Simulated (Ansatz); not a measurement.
Results of HSE06 (Ansatz, a first-principles code, PAW) for rock-salt LiI.

Settings: plane-wave cutoff 460 eV, 8×8×8 k mesh, Fermi–Dirac smearing 0.01 eV, scalar-relativistic PAW data made under PBE.

Energies at three volumes about the minimum:

| V (Å³/atom) | E − E_lowest (meV/atom) |
|---|---|
| 25.831 | 2.42 |
| 26.727 | 0.00 |
| 27.395 | 0.79 |

Fit a parabola by hand: where is the minimum, what lattice constant follows, and what is the bulk modulus?

Slopes: (0.00 − 2.42)/(26.727 − 25.831) = -2.701 and (0.79 − 0.00)/(27.395 − 26.727) = 1.183 meV/Å³. Curvature E″ = 2 × (1.183 − (-2.701))/(27.395 − 25.831) = 4.967 meV/Å⁶. From the middle of the first interval, the slope vanishes at V0 = 26.2790 − (-2.701)/4.967 = 26.823 Å³/atom. B = V0 E″ = 26.823 × 4.967 meV/Å³ × 0.1602 GPa per meV/Å³ = 21.3 GPa. With 8 atoms in the cube, a = (8 × 26.823)^(1/3) = 5.987 Å. The full Birch–Murnaghan fit to all volumes gives V0 = 26.804 Å³/atom and B0 = 20.6 GPa.

Measured, for comparison: bulk modulus 24 GPa (0 K, extrapolated to 0 K; as tabulated in Doll and Stoll (1998), arXiv:cond-mat/9801031). Computed (rounded) less measured: bulk modulus -14 %.
